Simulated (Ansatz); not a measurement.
Co in several cubic structure types, each at its own equilibrium volume.

All numbers below come from PBE, plane waves, PAW datasets (generated soft set 1) (Ansatz).

Settings: cutoff 420 eV; no spin polarisation; Fermi–Dirac smearing of 0.0612 eV; k-meshes 55³ (bcc), 38³ (diamond), 54³ (fcc), 47³ (simple cubic).

**Question.** Rank the structures by energy per atom, lowest first.
A. diamond
B. bcc
C. simple cubic
D. fcc

**Answer.** D (0.0 meV/atom), B (240 meV/atom), C (853 meV/atom), A (1162 meV/atom).

**Question.** Give the equilibrium volume and bulk modulus of each.

**Answer.** 
```json
{"structure": "bcc", "V₀ (Å³/atom)": "10.55", "B₀ (GPa)": "238"}
{"structure": "diamond", "V₀ (Å³/atom)": "14.89", "B₀ (GPa)": "132"}
{"structure": "fcc", "V₀ (Å³/atom)": "10.31", "B₀ (GPa)": "254"}
{"structure": "simple cubic", "V₀ (Å³/atom)": "11.89", "B₀ (GPa)": "184"}
```

Only these cubic types are compared here; the real ground state can be another structure or magnetic.

Model structures, not the usual forms at ambient conditions (metastable or hypothetical): Co (bcc type), Co (diamond type), Co (fcc type), Co (simple cubic type). The real material is magnetic: without spin this is a model state, and volume, stiffness and gap can lie far from those of the magnetic ground state. Spin polarisation is left out, and a magnetic state may lie lower.
